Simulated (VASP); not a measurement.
Set up this calculation in VASP 6.6.1, as the native input.

```yaml
Task: band structure
Functional: PBE
Potentials_or_basis: VASP PAW PBE potentials, release 64 (Sb, Pt)
Cutoff: 520 eV
k_mesh: 6 × 6 × 6
Occupations: methfessel-paxton, width 0.1 eV
Spin: spin-orbit coupling, no magnetisation
Further_INCAR_settings: ALGO = Normal; EDIFF = 1e-06; NBANDS = 102
```

The structure of Sb2Pt (Geversite) lies in POSCAR:

```
Sb2Pt                                   
1.0
    6.4600575478      0.0000000000      0.0000000000
    0.0000000000      6.4600575478      0.0000000000
    0.0000000000      0.0000000000      6.4600575478
  Sb              Pt            
     8     4
Direct
     0.3743955486752739    0.3743955486752739    0.3743955486752739
     0.1256044513247261    0.6256044513247261    0.8743955486752739
     0.8743955486752739    0.1256044513247261    0.6256044513247261
     0.6256044513247261    0.8743955486752739    0.1256044513247261
     0.6256044513247261    0.6256044513247261    0.6256044513247261
     0.8743955486752739    0.3743955486752739    0.1256044513247261
     0.1256044513247261    0.8743955486752739    0.3743955486752739
     0.3743955486752739    0.1256044513247261    0.8743955486752739
     0.0000000000000000    0.0000000000000000    0.0000000000000000
     0.5000000000000000    0.0000000000000000    0.5000000000000000
     0.5000000000000000    0.5000000000000000    0.0000000000000000
     0.0000000000000000    0.5000000000000000    0.5000000000000000
```

These files were run (other wordings do the same):

INCAR

```
SYSTEM = Sb2Pt
PREC = Accurate
ENCUT = 520
EDIFF = 1E-6
ISMEAR = 1
SIGMA = 0.1
LREAL = .FALSE.
LASPH = .TRUE.
NELM = 80
ALGO = Normal
ISIF = 2
LWAVE = .FALSE.
LCHARG = .FALSE.
MAGMOM = 0 0 0 0 0 0 0 0 0 0 0 0 0 0 0 0 0 0 0 0 0 0 0 0 0 0 0 0 0 0 0 0 0 0 0 0
LORBIT = 11
LSORBIT = .TRUE.
GGA_COMPAT = .FALSE.
LMAXMIX = 4
GGA = PE
NBANDS = 102
KPAR = 4
```

KPOINTS

```
Automatic mesh
0
G
  6 6 6
  0 0 0
```

KPOINTS_OPT

```
explicit points
158
Reciprocal
 0.0000000000  0.0000000000  0.0000000000 1
 0.0000000000  0.0357142857  0.0000000000 1
 0.0000000000  0.0714285714  0.0000000000 1
 0.0000000000  0.1071428571  0.0000000000 1
 0.0000000000  0.1428571429  0.0000000000 1
 0.0000000000  0.1785714286  0.0000000000 1
[... 150 lines left out ...]
 0.0253754700  0.4746245300  0.0000000000 1
-0.0253754700  0.5253754700  0.0000000000 1
```

Potentials or basis: VASP PAW PBE potentials, release 64 (Sb, Pt).

Launch:

```sh
$ cat potpaw_PBE.64/Sb/POTCAR potpaw_PBE.64/Pt/POTCAR > POTCAR
$ mpirun -np 4 vasp_ncl > vasp.out
```

It gave:

* Pressure: 4.7 GPa
* Largest force: 0.013 eV/Å
* Valence electrons inside the program's atomic spheres: Sb 2.43; Pt 9.47

Run time: 19 min on 4 MPI ranks on Intel(R) Xeon(R) 6975P-C (Granite Rapids) (shared host), peak memory 1.7 GiB a rank.
